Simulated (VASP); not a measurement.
# C (Pm-3m) in VASP: a series of runs

The runs below take C through optical spectrum, density of states, electric field gradients, with PBE.

Everything below comes from runs of VASP 6.6.1. Logs are shortened: lines on timing, memory, paths and dates and some standing lists are left out, and cuts for length are marked.

## (1) Starting point

It takes space group Pm-3m (No. 221, cubic). The conventional cell has a = 2.620 Å, b = 2.620 Å, c = 2.620 Å, α = 90.00°, β = 90.00°, γ = 90.00°. Around C (site symmetry 4/mmm) lie 8 C at 1.85 Å.

The cell was built by a generator and needn't be a form met in nature.

## (2) Optical spectrum, PBE

Contents of INCAR:

```
SYSTEM = C
PREC     = Accurate       ! precision mode
ENCUT    = 520            ! plane-wave cutoff, eV
EDIFF    = 1E-6           ! SCF threshold, eV
ISMEAR   = 0              ! smearing method
SIGMA    = 0.02           ! smearing width, eV
LREAL    = .FALSE.        ! projectors in reciprocal space
LASPH    = .TRUE.         ! aspherical terms in the spheres
NELM     = 60             ! most SCF steps
ALGO     = Fast           ! electronic algorithm
ISIF     = 2              ! what is computed and relaxed
LWAVE    = .FALSE.        ! write WAVECAR
LCHARG   = .FALSE.        ! write CHGCAR
GGA      = PE             ! functional
LOPTICS  = .TRUE.         ! frequency-dependent dielectric function
NBANDS   = 38             ! bands
NEDOS    = 2000           ! points of the DOS
CSHIFT   = 0.1
```

Contents of KPOINTS:

```
regular mesh
0
G
  10 10 10
  0 0 0
```

Contents of POSCAR:

```
C
1.0
    2.6197200000      0.0000000000      0.0000000000
    0.0000000000      2.6197200000      0.0000000000
    0.0000000000      0.0000000000      2.6197200000
C
3
Direct
    0.0000000000      0.5000000000      0.5000000000
    0.5000000000      0.0000000000      0.5000000000
    0.5000000000      0.5000000000      0.0000000000
```

Potentials or basis: VASP PAW PBE potentials, release 64 (C).

Started as:

```bash
cat potpaw_PBE.64/C/POTCAR > POTCAR
mpirun -np 1 vasp_std > vasp.out
```

OUTCAR:

```text
SYSTEM = C
   PREC = Accurate
   ENCUT = 520
   EDIFF = 1E-6
   ISMEAR = 0
   LREAL = .FALSE.
   LASPH = .TRUE.
   NELM = 60
   ISIF = 2
   GGA = PE

 ion  position               nearest neighbor table
   1  0.000  0.500  0.500-   2 1.85   3 1.85   3 1.85   2 1.85   2 1.85   3 1.85   3 1.85   2 1.85

   2  0.500  0.000  0.500-   1 1.85   3 1.85   3 1.85   1 1.85   3 1.85   3 1.85   1 1.85   1 1.85

   3  0.500  0.500  0.000-   1 1.85   2 1.85   1 1.85   2 1.85   2 1.85   2 1.85   1 1.85   1 1.85

  LATTYP: Found a simple cubic cell.
 ALAT       =     2.6197200000

  Lattice vectors:

 A1 = (   2.6197200000,   0.0000000000,   0.0000000000)
 A2 = (   0.0000000000,   2.6197200000,   0.0000000000)
 A3 = (   0.0000000000,   0.0000000000,   2.6197200000)

Analysis of symmetry for initial positions (statically):
=====================================================================
 Subroutine PRICEL returns:
 Original cell was already a primitive cell.

 Routine SETGRP: Setting up the symmetry group for a
 simple cubic supercell.

 Subroutine GETGRP returns: Found 48 space group operations
 (whereof 48 operations were pure point group operations)
 out of a pool of 48 trial point group operations.

The static configuration has the point symmetry O_h .

Analysis of symmetry for dynamics (positions and initial velocities):
=====================================================================
 Subroutine PRICEL returns:
 Original cell was already a primitive cell.

 Routine SETGRP: Setting up the symmetry group for a
 simple cubic supercell.

 Subroutine GETGRP returns: Found 48 space group operations
 (whereof 48 operations were pure point group operations)
 out of a pool of 48 trial point group operations.

The dynamic configuration has the point symmetry O_h .

[... 675 lines left out ...]

 VOLUME and BASIS-vectors are now :
 -----------------------------------------------------------------------------
  energy-cutoff  :      520.00
  volume of cell :       17.98
      direct lattice vectors                 reciprocal lattice vectors
     2.619720000  0.000000000  0.000000000     0.381720184  0.000000000  0.000000000
     0.000000000  2.619720000  0.000000000     0.000000000  0.381720184  0.000000000
     0.000000000  0.000000000  2.619720000     0.000000000  0.000000000  0.381720184

 POSITION                                       TOTAL-FORCE (eV/Angst)
 -----------------------------------------------------------------------------------
      0.00000      1.30986      1.30986         0.000000      0.000000      0.000000
      1.30986      0.00000      1.30986         0.000000      0.000000      0.000000
      1.30986      1.30986      0.00000         0.000000      0.000000      0.000000
 -----------------------------------------------------------------------------------
    total drift:                                0.000000      0.000000      0.000000

  FREE ENERGIE OF THE ION-ELECTRON SYSTEM (eV)
  ---------------------------------------------------
  free  energy   TOTEN  =       -16.7299966878 eV

  energy  without entropy=      -16.7297666999  energy(sigma->0) =      -16.72988169

 electrical conductivity sigma (Mega S m-1) (frequency dependency in vasprun.xml)
  --------------------------------------------------------------------------------------
       0.344      -0.000      -0.000
      -0.000       0.344      -0.000
      -0.000      -0.000       0.344

  frequency dependent IMAGINARY DIELECTRIC FUNCTION (independent particle, no local field effects) density-density
     E(ev)      X         Y         Z        XY        YZ        ZX
  --------------------------------------------------------------------------------------------------------------
     0.00000     0.00000     0.00000     0.00000     0.00000     0.00000     0.00000
     1.13094    69.62702    69.62702    69.62702    -0.00000    -0.00000    -0.00000
     2.26188    24.85828    24.85828    24.85828     0.00000     0.00000    -0.00000
     3.39282    17.90710    17.90710    17.90710     0.00000     0.00000     0.00000
     4.52376     9.71418     9.71418     9.71418    -0.00000    -0.00000     0.00000
     5.65470     5.93399     5.93399     5.93399    -0.00000    -0.00000     0.00000
[... 92 lines left out ...]
   110.83215     0.00011     0.00011     0.00011     0.00000     0.00000     0.00000
   111.96309     0.00011     0.00011     0.00011     0.00000     0.00000     0.00000

  frequency dependent      REAL DIELECTRIC FUNCTION (independent particle, no local field effects) density-density
     E(ev)        X           Y           Z          XY          YZ          ZX
  --------------------------------------------------------------------------------------------------------------
     0.00000    89.75699    89.75699    89.75699    -0.00000     0.00000     0.00000
     1.13094    69.56380    69.56380    69.56380    -0.00000    -0.00000    -0.00000
     2.26188    -1.13672    -1.13672    -1.13672     0.00000     0.00000    -0.00000
     3.39282     3.36916     3.36916     3.36916    -0.00000    -0.00000     0.00000
     4.52376     2.17889     2.17889     2.17889     0.00000    -0.00000    -0.00000
     5.65470    -8.72724    -8.72724    -8.72724     0.00000    -0.00000     0.00000
[... 92 lines left out ...]
   110.83215     0.94250     0.94250     0.94250     0.00000    -0.00000    -0.00000
   111.96309     0.94375     0.94375     0.94375     0.00000    -0.00000    -0.00000

  frequency dependent IMAGINARY DIELECTRIC FUNCTION (independent particle, no local field effects) current-current
     E(ev)      X         Y         Z        XY        YZ        ZX
  --------------------------------------------------------------------------------------------------------------
     0.00000   309.45851   309.45851   309.45851    -0.00000     0.00000    -0.00000
     1.13094    81.47667    81.47667    81.47667    -0.00000     0.00000    -0.00000
     2.26188    24.66140    24.66140    24.66140     0.00000     0.00000     0.00000
     3.39282    18.02657    18.02657    18.02657    -0.00000    -0.00000     0.00000
     4.52376     9.76103     9.76103     9.76103    -0.00000    -0.00000    -0.00000
     5.65470     5.58491     5.58491     5.58491     0.00000    -0.00000    -0.00000
[... 92 lines left out ...]
   110.83215     0.00001     0.00001     0.00001    -0.00000     0.00000     0.00000
   111.96309     0.00001     0.00001     0.00001    -0.00000     0.00000     0.00000

  frequency dependent      REAL DIELECTRIC FUNCTION (independent particle, no local field effects) current-current
     E(ev)        X           Y           Z          XY          YZ          ZX
  --------------------------------------------------------------------------------------------------------------
     0.00000    76.67112    76.67112    76.67112    -0.00000     0.00000    -0.00000
     1.13094    57.46450    57.46450    57.46450    -0.00000     0.00000    -0.00000
     2.26188    -3.09192    -3.09192    -3.09192     0.00000    -0.00000     0.00000
     3.39282     2.37492     2.37492     2.37492    -0.00000    -0.00000     0.00000
     4.52376     1.79409     1.79409     1.79409    -0.00000    -0.00000    -0.00000
     5.65470    -8.90344    -8.90344    -8.90344     0.00000    -0.00000     0.00000
[... 92 lines left out ...]
   110.83215     0.94258     0.94258     0.94258     0.00000    -0.00000     0.00000
   111.96309     0.94383     0.94383     0.94383     0.00000    -0.00000     0.00000
```

OSZICAR:

```text
N       E                     dE             d eps       ncg     rms          rms(c)
DAV:   1     0.366611159605E+02    0.36661E+02   -0.49375E+03  4288   0.306E+02
DAV:   2    -0.155778509624E+02   -0.52239E+02   -0.48712E+02  5262   0.956E+01
DAV:   3    -0.167457709900E+02   -0.11679E+01   -0.11579E+01  5062   0.120E+01
DAV:   4    -0.167465927415E+02   -0.82175E-03   -0.82171E-03  4826   0.313E-01
DAV:   5    -0.167465929422E+02   -0.20072E-06   -0.20069E-06  5020   0.551E-03    0.306E+00
RMM:   6    -0.167269130515E+02    0.19680E-01   -0.20464E-03  4269   0.146E-01    0.188E+00
RMM:   7    -0.167296009966E+02   -0.26879E-02   -0.55297E-03  4421   0.249E-01    0.162E-01
RMM:   8    -0.167299747326E+02   -0.37374E-03   -0.20599E-04  4544   0.546E-02    0.533E-02
RMM:   9    -0.167299921036E+02   -0.17371E-04   -0.11451E-05  4747   0.126E-02    0.139E-02
RMM:  10    -0.167299967957E+02   -0.46921E-05   -0.23288E-06  4736   0.515E-03    0.235E-03
RMM:  11    -0.167299966878E+02    0.10794E-06   -0.19066E-07  3963   0.154E-03
   1 F= -.16729997E+02 E0= -.16729882E+02  d E =-.229988E-03
 imaginary and real dielectric function
```

Wall time 18 s (1 thread of Intel Xeon Platinum 8559C (Emerald Rapids), shared host); peak memory 0.14 GiB.

What came out:

```yaml
Free_energy: -16.7300 eV
Pressure: 4.4 GPa
Band_gap_on_the_k_mesh: none (metal or under the smearing width)
```

Dielectric function (mean over the directions given):
| energy (eV) | real part | imaginary part |
| --- | --- | --- |
| 0.28 | 84.29 | 23.91 |
| 1.30 | 30.79 | 147.85 |
| 2.32 | -0.86 | 29.22 |
| 3.34 | 3.88 | 14.98 |
| 4.41 | 0.68 | 8.84 |
| 5.43 | -7.08 | 16.24 |
| 6.45 | -1.59 | 5.61 |
| 7.52 | -1.39 | 8.59 |
| 8.54 | -5.50 | 2.94 |
| 9.56 | -2.45 | 4.03 |
| 10.63 | -1.93 | 1.56 |
| 11.65 | 0.00 | 2.85 |
| 12.67 | -0.73 | 1.43 |
| 13.74 | -1.04 | 1.98 |
| 14.76 | -1.41 | 1.08 |
| 15.78 | -0.46 | 1.20 |
| 16.85 | -0.43 | 0.87 |
| 17.87 | -0.31 | 0.95 |
| 18.89 | -0.06 | 0.82 |
| 19.96 | 0.08 | 0.68 |

Caveat: spectra need much finer meshes, so this one isn't converged; independent-particle spectra lack excitons; the intraband (Drude) part of a metal's response may be missing.

## (3) Density of states, PBE

POSCAR is that of step 2.

Contents of INCAR.step1:

```
SYSTEM = C
PREC = Accurate
ENCUT = 520
EDIFF = 1E-6
ISMEAR = 0
SIGMA = 0.02
LREAL = .False.
LASPH = .True.
NELM = 100
ALGO = Normal
ISIF = 2
LWAVE = .False.
LCHARG = .True.
GGA = PE
```

Contents of KPOINTS.step1:

```
regular mesh
0
Gamma
  10 10 10
  0 0 0
```

Contents of INCAR.step2:

```
SYSTEM = C
PREC = Accurate
ENCUT = 520
EDIFF = 1E-6
ISMEAR = -5
SIGMA = 0.02
LREAL = .False.
LASPH = .True.
NELM = 100
ALGO = Normal
ISIF = 2
LWAVE = .False.
LCHARG = .False.
GGA = PE
LORBIT = 11
NEDOS = 2001
ICHARG = 11
```

Contents of KPOINTS.step2:

```
regular mesh
0
Gamma
  15 15 15
  0 0 0
```

Potentials or basis: VASP PAW PBE potentials, release 64 (C).

Started as:

```bash
cat potpaw_PBE.64/C/POTCAR > POTCAR
cp INCAR.step1 INCAR
cp KPOINTS.step1 KPOINTS
mpirun -np 1 vasp_std > vasp.out
cp INCAR.step2 INCAR
cp KPOINTS.step2 KPOINTS
mpirun -np 1 vasp_std > vasp.out
```

It used 10 s of CPU time on 1 thread of Intel(R) Xeon(R) Platinum 8559C (Emerald Rapids), with other jobs on the host, which was overloaded at the time.

The run converged. Its results:

```yaml
Valence_electrons_inside_the_program's_atomic_spheres: C 2.23
```

Levels at points of the mesh, in eV from the Fermi level:
```csv
k point,band 4,band 5,band 6,band 7,band 8,band 9
"(0.00, 0.00, 0.00)",-7.88,-2.84,-2.84,4.39,4.39,4.39
```

States per cell in windows of 0.5 eV (zero at the Fermi level; states under -8 eV left out):
```csv
from (eV),total,C1_p,C2_p,C3_p,C1_s,C2_s,C3_s
-8.0,0.42,0.06,0.06,0.06,0.02,0.02,0.02
-7.5,0.41,0.06,0.06,0.06,0.02,0.02,0.02
-7.0,0.39,0.06,0.06,0.06,0.01,0.01,0.01
-6.5,0.37,0.06,0.06,0.06,0.01,0.01,0.01
-6.0,0.41,0.06,0.06,0.06,0.01,0.01,0.01
-5.5,0.32,0.05,0.05,0.05,0.01,0.01,0.01
-5.0,0.28,0.04,0.04,0.04,0.01,0.01,0.01
-4.5,0.29,0.05,0.05,0.05,0.01,0.01,0.01
-4.0,0.26,0.04,0.04,0.04,0.01,0.01,0.01
-3.5,0.28,0.04,0.04,0.04,0.01,0.01,0.01
-3.0,0.25,0.04,0.04,0.04,0.01,0.01,0.01
-2.5,0.29,0.04,0.04,0.04,0.02,0.02,0.02
-2.0,0.35,0.05,0.05,0.05,0.02,0.02,0.02
-1.5,0.37,0.05,0.05,0.05,0.02,0.02,0.02
-1.0,0.37,0.06,0.06,0.06,0.01,0.01,0.01
-0.5,0.41,0.06,0.06,0.06,0.02,0.02,0.02
0.0,0.54,0.07,0.07,0.07,0.05,0.05,0.05
0.5,0.37,0.05,0.05,0.05,0.03,0.03,0.03
1.0,0.52,0.07,0.07,0.07,0.04,0.04,0.04
1.5,0.52,0.08,0.08,0.08,0.04,0.04,0.04
2.0,0.30,0.05,0.05,0.05,0.02,0.02,0.02
2.5,0.38,0.07,0.07,0.07,0.02,0.02,0.02
3.0,0.54,0.09,0.09,0.09,0.03,0.03,0.03
3.5,0.48,0.09,0.09,0.09,0.02,0.02,0.02
4.0,0.50,0.10,0.10,0.10,0.02,0.02,0.02
4.5,0.55,0.11,0.11,0.11,0.02,0.02,0.02
5.0,0.44,0.09,0.09,0.09,0.02,0.02,0.02
5.5,0.64,0.13,0.13,0.13,0.02,0.02,0.02
6.0,0.52,0.11,0.11,0.11,0.02,0.02,0.02
6.5,0.53,0.10,0.10,0.10,0.02,0.02,0.02
7.0,0.37,0.07,0.07,0.07,0.01,0.01,0.01
7.5,0.24,0.05,0.05,0.05,0.00,0.00,0.00
```

Caveat: tetrahedron occupations give inexact forces and stress in metals.

(Part 1 of 2 ends here.)
